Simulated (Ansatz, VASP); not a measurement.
# One calculation of WSe2, two programs

INCAR

```
ALGO = Normal ; DIPOL = 0.5 0.5 0.401
EDIFF = 1E-7 ; ENCUT = 520
GGA = PE ; IDIPOL = 3
ISIF = 2 ; ISMEAR = 0
IVDW = 12 ; LASPH = True
LCHARG = False ; LDIPOL = True
LREAL = False ; LWAVE = False
NBANDS = 35 ; NELM = 100
PREC = Accurate ; SIGMA = 0.05
```

File KPOINTS:

```
k-points
0
Gamma
  9 9 1
```

Contents of POSCAR:

```
WSe2
1.0
    3.2854929596      0.0000000000      0.0000000000
   -1.6427464798      2.8453203669      0.0000000000
    0.0000000000      0.0000000000     24.2386467078
Se W
4 2
Direct
    0.3333333333      0.6666666667      0.1856539292
    0.3333333333      0.6666666667      0.3246601780
    1.0000000000      1.0000000000      0.4777215285
    1.0000000000      1.0000000000      0.6167277773
    0.6666666667      0.3333333333      0.2551570536
    0.6666666667      1.3333333333      0.5472246529
```

Input for Ansatz:

```yaml
crystal:
  lattice:
    - [3.2854929596, 0.0, 0.0]
    - [-1.6427464798, 2.8453203669, 0.0]
    - [0.0, 0.0, 24.2386467078]
  atoms:
    - { symbol: Se, position: [0.3333333333, 0.6666666667, 0.1856539292] }
    - { symbol: W, position: [0.6666666667, 0.3333333333, 0.2551570536] }
    - { symbol: Se, position: [0.3333333333, 0.6666666667, 0.324660178] }
    - { symbol: Se, position: [1.0, 1.0, 0.4777215285] }
    - { symbol: W, position: [0.6666666667, 1.3333333333, 0.5472246529] }
    - { symbol: Se, position: [1.0, 1.0, 0.6167277773] }
basis:
  ecutwfc: 420
kpoints:
  mp_grid: { grid: [9, 9, 1] }
hamiltonian:
  xc: pbe
  pseudopotentials: { kind: paw, azcp: { folder: soft_1 } }
  dispersion: d3bj
scf:
  occupations: { method: gaussian, width: 0.05 }
output:
  forces: true
  eigenvalues: true
efield:
  axis: 3
  dipole_correction: true
  ramp_width: 0.04
```

Alike in both runs: task single point; functional PBE; dispersion D3(BJ); k mesh 9 × 9 × 1; occupations gaussian, width 0.05 eV; no spin polarisation.

|  | VASP | Ansatz |
| --- | --- | --- |
| version | VASP 6.6.1 | Ansatz 0.2.0 |
| potentials or method | VASP PAW PBE potentials, release 64 (Se, W_sv) | scalar-relativistic, plane waves, PAW |
| plane-wave cutoff (eV) | 520 | 420 |
| valence electrons in the cell | 52 | 92 |

VASP gave:

```
gap on the k mesh at the Fermi level (eV) : 1.59
least direct gap on the mesh (eV)         : 1.67
rms of the force components (eV/Å)        : 0.045
```

Task: Which values does Ansatz return?

Result: gap on the k mesh at the Fermi level (eV): 1.59; least direct gap on the mesh (eV): 1.67; rms of the force components (eV/Å): 0.029.

The two sets of potentials don't hold the same shells in valence.

Caveats: spin-orbit coupling is left out, which moves the levels of the heavy elements.
